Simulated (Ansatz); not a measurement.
# Area resistance of thin Rh films between Cu(111) and Pt(100) leads: ballistic transport with PBEsol

The usual rule of thumb gives a thin metal film a fixed resistance from its two interfaces plus a part that grows in proportion to its thickness. I put the fixed part to the test for Rh between Cu(111) and Pt(100) leads, because in metal stacks and narrow interconnects a few atomic layers can add as much resistance as a much longer piece of wire. The calculation is coherent and free of disorder, so the part proportional to thickness has no source here. The quantity is the area resistance added by the film, measured against the perfect lead along the same normal. If the rule held, it would stay constant with thickness for each lead.

## Computational details

Planar junctions lead / film / lead, one atom a layer where the face allows, current normal to the layers. Leads are perfect crystals at room-temperature lattice constants. The film takes the lead's in-plane lattice, with its layer spacing set to keep its own atomic volume; all atoms sit on ideal sites and are not relaxed. Program: Ansatz 0.2.0, plane waves with PAW potentials, PBEsol, wave cutoff 420 eV, Fermi-Dirac smearing of 0.1 eV. No spin polarisation and no spin-orbit coupling. Transport is ballistic and coherent at zero bias (Landauer, wave matching layer by layer), averaged over a mesh of wavevectors across the current and over the Fermi window at 300 K; no phonons or disorder. Selection: Runs whose potential in the leads had a step over 25 meV, or whose mesh the program flagged as unconverged, are left out. Runs with an error estimate over 15 per cent are left out.

Notes on method and selection:

- Interfaces are ideal and ordered, so the wavevector along the interface is conserved; real interfaces are mixed and rough.
- Quantum-well states in the film make the resistance oscillate with thickness.
- The typed smearing and mesh set the lead's Fermi level, which moves conductances of d metals by some per cent, and most where the lead's density of states is steep.
- Spin-orbit coupling is left out where no row notes it, which matters most for the elements from Hf on.
- A perfect film has no bulk resistance here, and nothing scatters electrons between its faces, so the added resistance is not twice a symmetric interface resistance: it holds the mismatch of channels too, since a film with fewer channels than its lead caps the conductance, and swapping film and lead changes it.
- Runs in which the search for lower states was switched off are not listed.
- Runs that did not converge, have known faults or may not be shown are not listed, and runs on Ansatz's PAW sets soft_1 and soft_2 are kept to separate tables.

Columns:

- layers: atomic layers in the film.
- lead conductance (1e15 S/m²): Sharvin conductance of the perfect lead along the same normal.
- film strain (%): in-plane linear strain of the film on the lead's lattice against its own room-temperature lattice, positive when stretched.
- error estimate (%): the program's own largest estimate of the error of the conductance (mesh, energy step, lead length).
- area resistance (1e-15 Ω m²): area resistance beyond that of the perfect lead, A (1/G - 1/G_lead), both spins.
- transmitted share: conductance divided by the Sharvin conductance of the perfect lead.

Input lines of one member:

```
kpoints:
  mp_grid: { grid: [17, 17, 2] }
hamiltonian:
  xc: pbesol
scf:
  occupations: { method: fermi_dirac, width: 0.1 }
output:
  transmission: { leads: [[0, 1]], kmesh: [32, 32], e_range: [-1.0, 1.0], de: 0.036 }
```

Command (options for logging and memory left out): `ansatz run input.yaml --threads 4 --backend cpu`

## Data

| member | film and lead, functional | layers | lead conductance (1e15 S/m²) | film strain (%) | error estimate (%) | area resistance (1e-15 Ω m²) | transmitted share |
| --- | --- | --- | --- | --- | --- | --- | --- |
| 1 layer | Rh(111) in Cu(111), PBEsol | 1 | 1.081 | −4.9 | 4 | 0.275 | 0.771 |
| 3 layers | Rh(111) in Cu(111), PBEsol | 3 | 1.081 | −4.9 | 3 | ? | ? |
| 5 layers | Rh(111) in Cu(111), PBEsol | 5 | 1.081 | −4.9 | 4 | 0.219 | 0.808 |
| 7 layers | Rh(111) in Cu(111), PBEsol | 7 | 1.081 | −4.9 | 3 | 0.277 | 0.770 |
| 9 layers | Rh(111) in Cu(111), PBEsol | 9 | 1.081 | −4.9 | 3 | 0.311 | 0.749 |
| 3 layers | Rh(100) in Pt(100), PBEsol | 3 | 2.194 | 3.1 | 5 | 0.201 | 0.694 |
| 5 layers | Rh(100) in Pt(100), PBEsol | 5 | 2.204 | 3.1 | 5 | 0.277 | 0.621 |
| 6 layers | Rh(100) in Pt(100), PBEsol | 6 | 2.204 | 3.1 | 6 | 0.281 | 0.617 |
| 8 layers | Rh(100) in Pt(100), PBEsol | 8 | 2.203 | 3.1 | 7 | 0.283 | 0.616 |
| 10 layers | Rh(100) in Pt(100), PBEsol | 10 | 2.196 | 3.1 | 7 | 0.305 | 0.599 |

Cells marked ? are withheld until the estimate has been made.

## Mechanism

With Cu leads the added resistance does not follow thickness in one direction. It is 0.275 at one layer, 0.219 at five and 0.311 at nine (1e-15 Ω m²), and seven layers give almost the same value as one. With Pt leads it rises at every step shown, but unevenly: (0.277 − 0.201) / (5 − 3) = 0.038 per layer at first, then (0.305 − 0.277) / (10 − 5) = 0.006 per layer.

A 4 per cent error in conductance at five layers in Cu is 0.04 / (1.081 × 0.808) = 0.046 in area resistance. The whole spread in Cu, 0.311 − 0.219 = 0.092, is only twice that, and the slow rise in Pt beyond five layers lies within the error.

Theory offers two mechanisms. Lead states with no propagating partner in Rh at the same in-plane wavevector can still tunnel through a very thin film. Their contribution dies out with thickness, which raises the resistance and then lets it level off, as the Pt rows do. Reflections between the two faces add quantum-well oscillations of either sign, a possible cause of the low value at five layers in Cu. The thicknesses are few and runs with large error estimates are left out, so I read no period from them.

At five layers, the one thickness with a value shown for both leads, Pt gives 0.277 and Cu 0.219, a gap no larger than the combined error. The transmitted shares differ more, 0.621 against 0.808, largely because the Pt lead conducts about twice as well and the same added resistance takes a larger share from it. This is not a pure change of lead: the film also changes face, and goes from 4.9 per cent compression in Cu to 3.1 per cent stretch in Pt. The missing spin-orbit coupling matters more for Pt.

## Estimating the withheld member

Plain estimates from the members shown:

- 3 layers (Rh(111) in Cu(111), PBEsol), straight-line interpolation between 1 layer and 5 layers: w = (3 − 1) / (5 − 1) = 0.500, so 0.275 + 0.500 × (0.219 − 0.275) = 0.247 1e-15 Ω m²

For three layers in Cu I take the straight line between one and five layers, which gives 0.247. Both neighbours share the lead, face and strain of the missing member, so none of these calls for a shift. A quantum-well oscillation could move the value either way, and I have no phase for it.

I tried the same route on the two inner Cu members. Five layers, from one and seven, comes out at 0.275 + (4 / 6) × (0.277 − 0.275) = 0.276 against 0.219, a miss of 0.057. Seven layers, from five and nine, comes out at (0.219 + 0.311) / 2 = 0.265 against 0.277, a miss of 0.012. The root mean square of the two is 0.041, which I take as the error bar.

The mean of the other Cu members misses the same two rows by 0.069 and 0.009, or 0.049 root mean square. Interpolation is therefore not clearly better than the mean, and I claim no trend from it. The mean of the four Cu rows shown, (0.275 + 0.219 + 0.277 + 0.311) / 4 = 0.271, lies well inside the bar.

I do not carry over the low three-layer value found in Pt. There the resistance is smallest in the thinnest film shown, whereas in Cu a single layer already adds more than five layers do.

**Committed estimate, 3 layers (Rh(111) in Cu(111), PBEsol): area resistance = 0.25 ± 0.04 1e-15 Ω m².**

## How the estimate fared

| member | film and lead, functional | layers | lead conductance (1e15 S/m²) | film strain (%) | error estimate (%) | area resistance (1e-15 Ω m²) | transmitted share |
| --- | --- | --- | --- | --- | --- | --- | --- |
| 3 layers | Rh(111) in Cu(111), PBEsol | 3 | 1.081 | −4.9 | 3 | 0.246 | 0.790 |

| member | estimate | area resistance (1e-15 Ω m²) | computed | estimate − computed | miss in error bars |
| --- | --- | --- | --- | --- | --- |
| 3 layers (Rh(111) in Cu(111), PBEsol) | committed | 0.250 | 0.246 | +0.004 | 0.1 |
| 3 layers (Rh(111) in Cu(111), PBEsol) | interpolation | 0.247 | 0.246 | +0.001 |  |

The computed value is 0.246 (1e-15 Ω m²), so my 0.25 ± 0.04 missed by a tenth of its error bar. The straight line, unrounded, was closer still at 0.247. The mean of the other four Cu rows, 0.271, missed by 0.025 and would also have fallen inside the bar. A 3 per cent error in conductance is 0.03 / (1.081 × 0.790) = 0.035 here, so a hit this close says little about which route is better.

The low three-layer value from Pt would have missed by 0.246 − 0.201 = 0.045, so leaving it out helped, though that gap is within the combined numerical error of the two rows. My picture of tunnelling through the thinnest films fares less well in Cu. It should make the resistance rise with thickness at first, yet the Cu rows go down from 0.275 through 0.246 to 0.219. That fall is no larger than the combined error of its two ends, so it doesn't establish a different mechanism either. A quantum-well oscillation remains possible.

## Residuals

The mean of all ten rows is (0.275 + 0.246 + 0.219 + 0.277 + 0.311 + 0.201 + 0.277 + 0.281 + 0.283 + 0.305) / 10 = 0.268. Measured against it, the farthest member is three layers in Pt, which lies 0.067 below. Its 5 per cent error in conductance is 0.05 / (2.194 × 0.694) = 0.033 in area resistance, so the departure is about twice the error. Tunnelling by lead states that have no propagating partner in Rh has the right sign, because it adds conductance in a very thin film. A quantum-well resonance could do the same, and the table has no thinner film in Pt to tell them apart.

Five layers in Cu comes next, 0.049 below the mean. That is about its own numerical error of 0.046, and I give it no physical cause. Nine layers in Cu and ten in Pt are the highest rows, 0.043 and 0.037 above the mean, again about the size of their errors.

## Summary

From one to nine layers in Cu and three to ten in Pt, the added resistance is 0.27 with a scatter of 0.04 (1e-15 Ω m²), and a new film within these ranges can be estimated about that well. The fixed part of the rule of thumb therefore survives roughly, with three layers in Pt as its weakest case. The lead shows clearly only in the transmitted share, 0.75 to 0.81 in Cu and 0.60 to 0.69 in Pt.

For a contact of 10 nm × 10 nm the film adds 0.27e-15 / 1e-16 = 2.7 Ω to the resistance of the perfect lead.

Two omitted effects could change these values in a real film. Phonons and defects would add the part of the rule that grows in proportion to thickness. Interface mixing could shift the values either way, upwards by scattering or downwards by opening channels that the conserved wavevector closes.

[Logs are printed without paths, hosts, clocks, repeated set-up lines and the standing remarks that a program may print on its own settings, such as how far it seeks lower states.]
